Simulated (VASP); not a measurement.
A run of VASP 6.6.1 is set up as follows.

INCAR

```
PREC = Accurate
ENCUT = 600
EDIFF = 1E-7
ISMEAR = 0
SIGMA = 0.03
LREAL = False
LASPH = True
NELM = 80
ALGO = Normal
ISIF = 3
LWAVE = False
LCHARG = False
IBRION = 2
NSW = 90
EDIFFG = -0.005
KPAR = 4
```

File KPOINTS:

```
Automatic mesh
0
Gamma
  6 6 6
```

The input POSCAR:

```
B6As                                    
1.0
    3.0429685549      1.7568587144      3.9181402208
   -3.0429685549      1.7568587144      3.9181402208
   -0.0000000000     -3.5137174286      3.9181402208
  B               As            
    12     2
Direct
     0.0157187223352038    0.0157187223352038    0.3243385404026281
     0.0157187223352040    0.3243385404026281    0.0157187223352037
     0.8220632302285558    0.2721693339679204    0.8220632302285555
     0.8220632302285554    0.8220632302285554    0.2721693339679206
     0.2721693339679204    0.8220632302285558    0.8220632302285555
     0.7278306660320795    0.1779367697714442    0.1779367697714444
     0.1779367697714442    0.7278306660320795    0.1779367697714444
     0.1779367697714445    0.1779367697714445    0.7278306660320792
     0.9842812776647960    0.6756614595973719    0.9842812776647963
     0.9842812776647962    0.9842812776647962    0.6756614595973720
     0.6756614595973719    0.9842812776647960    0.9842812776647963
     0.3243385404026281    0.0157187223352040    0.0157187223352037
     0.6010743139688614    0.6010743139688614    0.6010743139688614
     0.3989256860311387    0.3989256860311387    0.3989256860311386
```

Potentials or basis: VASP PAW LDA potentials, release 64 (B, As).

Launch:

```sh
$ cat potpaw_LDA.64/B/POTCAR potpaw_LDA.64/As/POTCAR > POTCAR
$ mpirun -np 4 vasp_std > vasp.out
```

Estimate the relaxed cell.

a = 5.263 Å, b = 5.263 Å, c = 5.263 Å, α = 70.65°, β = 70.65°, γ = 70.65°.

Estimate the space group after relaxing (to 0.05 Å).

R-3m (No. 166).

Predict the relaxed volume.

8.98 Å³/atom.

What does it give for the band gap on the k mesh?

2.67 eV, indirect (least direct gap 2.70 eV).

Forces in eV/Å, atoms in the order of the input:
```
B    0.000 -0.001  0.000
B   -0.001  0.001  0.000
B   -0.001  0.001 -0.002
B    0.000 -0.001 -0.002
B    0.001  0.001 -0.002
B   -0.001 -0.001  0.002
B    0.001 -0.001  0.002
B    0.000  0.001  0.002
B    0.001 -0.001  0.000
B    0.000  0.001  0.000
B   -0.001 -0.001  0.000
B    0.001  0.001  0.000
As   0.000  0.000 -0.001
As   0.000  0.000  0.001
```

A k mesh can miss the band edges. Expect the measured gap to be larger: semilocal functionals such as LDA lack the derivative discontinuity.
